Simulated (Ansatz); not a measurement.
Levels of theory for BaS (CsCl type)

All numbers come from Ansatz. (Calculated; non-magnetic; the phase may be known or hypothetical.)

BaS (CsCl type), relaxed with r2SCAN. The symmetry is Pm-3m (No. 221, cubic); a = 3.834 Å in the conventional setting, 28.17 Å³ an atom. Ba has 8 S at 3.32 Å; S has 8 Ba at 3.32 Å.

Relaxed lattice by functional, symmetry kept:
```
functional  k mesh  a (Å)  volume (Å³/atom)
       PBE   6×6×6  3.841             28.34
    r2SCAN   6×6×6  3.834             28.17
    PBEsol   6×6×6  3.771             26.80
       LDA   6×6×6  3.731             25.97
     HSE06   4×4×4  3.823             27.94
```

Gaps on the r2SCAN cell, each the least over its mesh and the special points:
```tsv
level	k mesh	gap (eV)	kind	edges	least direct gap (eV)	rough cost
LDA	6×6×6	1.38	indirect	M → Γ	1.45	2.4 core-seconds
PBE	6×6×6	1.56	indirect	M → Γ	1.64	4 core-seconds
PBE+SOC	6×6×6	1.57	indirect	M → Γ	1.58	14 core-seconds
r2SCAN	6×6×6	1.93	indirect	M → Γ	2.00	7 core-seconds
r2SCANh	4×4×4	2.50	indirect	M → Γ	2.58	90 core-seconds
HSE06	4×4×4	2.45	indirect	M → Γ	2.55	70 core-seconds
HSE06+SOC	4×4×4	2.46	indirect	M → Γ	2.48	5 core-minutes
DDH-PBE0	4×4×4	2.58	indirect	M → Γ	2.67	100 core-seconds
PBE0	4×4×4	3.15	indirect	M → Γ	3.25	70 core-seconds
r2SCAN0	4×4×4	3.38	indirect	M → Γ	3.48	90 core-seconds
G0W0@PBE (168 empty bands, 120 eV, 4×4×4)	4×4×4	2.57	–	M → Γ (mesh)	–	50 core-seconds
G0W0@PBE (417 empty bands, 220 eV, 4×4×4)	4×4×4	2.67	–	M → Γ (mesh)	–	7 core-minutes
```
PBE: smearing of 0.02 eV; the others have fixed occupations.
Wave cutoffs: 420 eV, 500 eV (r2SCAN, r2SCANh, r2SCAN0).
The G0W0 gap is PBE's gap over the path plus the quasiparticle shift read on the mesh. G0W0 values are finite-basis, finite-mesh values.
Costs come from shared machines and give only the order; PBE's includes the band path. The runs had 2 threads of Arm Neoverse N1, on a shared host.

With HSE06 the valence top lies at M and the conduction bottom at Γ, 2.45 eV higher; the smallest vertical gap, at Γ, is 2.55 eV. Spin-orbit coupling changes the PBE gap by +0.002 eV, to 1.57 eV; at Γ the threefold valence level splits into a fourfold and a twofold level 0.19 eV apart, the fourfold one on top. Spin-orbit coupling changes the HSE06 gap by +0.002 eV, to 2.46 eV; at Γ the threefold valence level splits into a fourfold and a twofold level 0.21 eV apart, the fourfold one on top.

Set against the finite-basis gap of 2.67 eV from G0W0@PBE (417 empty bands, 220 eV, 4×4×4), PBE's least gap plus the shift on the mesh, where the gap is 2.66 eV, the closest functional is DDH-PBE0, which differs by -0.10 eV. The others: r2SCANh -0.18, HSE06 -0.22, PBE0 +0.48, r2SCAN0 +0.71, r2SCAN -0.75, PBE -1.11, LDA -1.30 eV. The yardstick still moved by +0.10 eV in its last step of bands and cutoff, so this order can change. r2SCAN covers 41 % of the step from PBE to HSE06. Spin-orbit coupling moves HSE06's least or direct gap by up to 0.068 eV, so it is at the margin where a tenth of an eV counts. Direct and least gap lie within 0.04 eV at some levels, so the kind of gap isn't settled.

r2SCAN (ground state on 6×6×6): The clamped-ion dielectric constant comes out as 5.54 in all directions. Born charges, averaged over directions: Ba +2.87, S -2.87 e. PBE (ground state on 6×6×6): ε∞: 6.18 in all directions. Born charges, averaged over directions: Ba +2.93, S -2.93 e.

Only the levels marked +SOC include spin-orbit coupling.

The meshes of the hybrids are coarse, so their gaps aren't converged to the digits shown.
